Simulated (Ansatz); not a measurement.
# Pressure against volume: Eu

Space group Fm-3m (No. 225). a = 5.484 Å, b = 5.484 Å, c = 5.484 Å, α = 90.00°, β = 90.00°, γ = 90.00°
| atom | site | symmetry | x | y | z |
| --- | --- | --- | --- | --- | --- |
| Eu | 4a | m-3m | 0.0000 | 0.0000 | 0.0000 |

The runs use the primitive cell with vectors (0.000, 2.742, 2.742), (2.742, 0.000, 2.742), (2.742, 2.742, 0.000) Å, to which the k mesh refers.

It takes space group Fm-3m (No. 225, cubic). The conventional cell has a = 5.484 Å, b = 5.484 Å, c = 5.484 Å, α = 90.00°, β = 90.00°, γ = 90.00°. Eu (site symmetry m-3m) is surrounded by 12 Eu at 3.88 Å.

The cell was built from the fcc type and relaxed in the same program, and has space group Fm-3m; it needn't be a known or the stable phase.

Semilocal functionals without a Hubbard term describe localised f shells poorly; where the shell is localised, the real material differs.

Other magnetic orders may lie lower; this is the state that the run reached.

No spin–orbit coupling, which matters for the heavy atoms here.

Levels of theory: DFT, PBE, all-electron LAPW, scalar-relativistic (Ansatz 0.2.0); DFT, PBE, PAW with Ansatz's default frozen-core files, scalar-relativistic (Ansatz 0.2.0).

For LAPW: a Γ-centred 12×12×12 k mesh, Fermi–Dirac smearing of 0.03 eV, basis error target 1 meV/atom, spin-polarised from start moments Eu 7 μB. PAW takes a cutoff of 420 eV at this cell. The Ansatz runs share mesh, smearing and spin set-up. Plane-wave (PAW) pressures include the program's estimate of the Pulay term.

The cell above is scaled evenly, with fractional coordinates and shape held.

Estimate the equilibrium volume and bulk modulus that all-electron LAPW gives for this fixed shape.

V0 = 41.53 Å³/atom, B0 = 15 GPa, B0′ = 3.9, from a third-order Birch–Murnaghan fit to these pressures:
| V/V(cell) | V (Å³/atom) | P, LAPW (GPa) | P, PAW (GPa) | moment, LAPW (μB) | free energy over the lowest listed, PAW (meV/atom) |
| --- | --- | --- | --- | --- | --- |
| 0.9600 | 39.575 | 0.81 | 0.74 | 7.54 | 3.9 |
| 0.9800 | 40.399 | 0.44 | 0.38 | 7.55 | 1.1 |
| 1.0000 | 41.224 | 0.11 | 0.05 | 7.55 | 0.0 |
| 1.0200 | 42.048 | -0.18 | -0.25 | 7.56 | 0.5 |
| 1.0400 | 42.873 | -0.46 | -0.52 | 7.56 | 2.5 |

PAW's V0 lies -0.43 % from the all-electron value and its B0 1.2 %. Symmetry fixes shape and coordinates here, so this is the relaxed modulus.
